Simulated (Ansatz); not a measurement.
The cell is ZnO (from a published structure); cell and atoms were relaxed with r2SCAN. Space group P6_3mc (No. 186), hexagonal; a = 3.235 Å, c = 5.211 Å in the conventional setting, 11.81 Å³ an atom. Zn has 4 O at 1.97–1.98 Å; O has 4 Zn at 1.97–1.98 Å.

5 runs of the PAW code Ansatz on this cell differ in the functional (and in the settings that go with it). Levels are in eV from each run's valence top; v1 is the last filled band, c1 the first empty one.

Run A, mean stress +1.4 GPa (compression positive):
```
point     v2     v1     c1     c2
    Γ   0.00   0.00   3.22   8.02
    M  -1.43  -0.90   8.61   9.46
    K  -2.13  -1.91  10.15  10.76
```

Run B, mean stress 0.0 GPa (compression positive):
```
point     v2     v1    c1    c2
    Γ   0.00   0.00  1.24  5.89
    M  -1.31  -0.87  6.44  7.38
    K  -1.96  -1.77  8.15  8.46
```

Run C, mean stress -0.9 GPa (compression positive):
```
point     v2     v1    c1    c2
    Γ   0.00   0.00  2.14  6.92
    M  -1.37  -0.89  7.48  8.34
    K  -2.04  -1.83  9.06  9.58
```

Run D, mean stress +6.1 GPa (compression positive):
```
point     v2     v1    c1    c2
    Γ   0.00   0.00  0.81  5.27
    M  -1.30  -0.85  5.82  6.89
    K  -1.93  -1.75  7.69  7.75
```

Run E, mean stress -6.1 GPa (compression positive):
```
point     v2     v1    c1    c2
    Γ   0.00   0.00  0.74  5.12
    M  -1.32  -0.86  5.71  6.73
    K  -1.96  -1.78  7.52  7.62
```

Task: Match the runs to LDA, PBE, r2SCAN, r2SCANh, PBE0.

Result: A is PBE0, B is r2SCAN, C is r2SCANh, D is PBE, E is LDA. In order of the gap: LDA 0.74, PBE 0.81, r2SCAN 1.24, r2SCANh 2.14, PBE0 3.22 eV. The stress vanishes for r2SCAN, which relaxed the cell.

No spin polarisation; the structure comes from an open crystallographic database, the properties from the calculation.

The stress of a hybrid is loosely converged in these runs.

The meshes of the hybrids are coarse, so their gaps aren't converged to the digits shown.
